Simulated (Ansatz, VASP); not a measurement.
**Rh in VASP and in Ansatz**

The input INCAR:

```
  PREC = Accurate
  ENCUT = 520
  EDIFF = 1E-7
  ISMEAR = -1
  SIGMA = 0.1
  LREAL = False
  LASPH = True
  NELM = 100
  ALGO = Normal
  ISIF = 2
  LWAVE = False
  LCHARG = False
  NBANDS = 22
```

The input KPOINTS:

```
Automatic mesh
0
Gamma
  15 15 8
```

POSCAR

```
Rh
1.0
    2.6696811773      0.0000000000      0.0000000000
   -1.3348405886      2.3120117196      0.0000000000
    0.0000000000      0.0000000000      4.3071561064
Rh
2
Direct
    0.3333333333      0.6666666667      0.2500000000
    0.6666666667      0.3333333333      0.7500000000
```

Input for Ansatz:

```yaml
crystal:
  lattice:
    - [2.6696811773, 0.0, 0.0]
    - [-1.3348405886, 2.3120117196, 0.0]
    - [0.0, 0.0, 4.3071561064]
  atoms:
    - { symbol: Rh, position: [0.3333333333, 0.6666666667, 0.25] }
    - { symbol: Rh, position: [0.6666666667, 0.3333333333, 0.75] }
hamiltonian:
  xc: lda
  pseudopotentials:
    kind: paw
    azcp:
      Rh: "pseudopotentials/Rh.paw.azcp"
basis:
  ecutwfc: 420
  fft_grid_basis: typed
kpoints:
  mp_grid: { grid: [15, 15, 8], shift: [0, 0, 0] }
magnetization:
  spin_polarized: false
scf:
  occupations: { method: fermi_dirac, width: 0.1 }
  lower_state_search: "off"
output:
  stress: true
```

Alike in both runs: task single point; functional LDA; k mesh 15 × 15 × 8; occupations fermi-dirac, width 0.1 eV; no spin polarisation.

```csv
,VASP,Ansatz
version,VASP 6.6.1,Ansatz 0.2.0
potentials or method,"VASP PAW LDA potentials, release 64 (Rh_pv)","plane waves (420 eV) with PAW, scalar-relativistic"
plane-wave cutoff (eV),520,420
valence electrons in the cell,30,34
```

Ansatz gave:

| Property | Result |
| --- | --- |
| pressure (GPa) | -0.1 |
| largest component of the traceless stress (GPa) | 0.29 |

Q: Which values does VASP return?

A: Pressure (GPa): 0.9; largest component of the traceless stress (GPa): 0.27.

The two sets of potentials don't hold the same shells in valence. Ansatz warned: «pseudo_functional_mismatch».
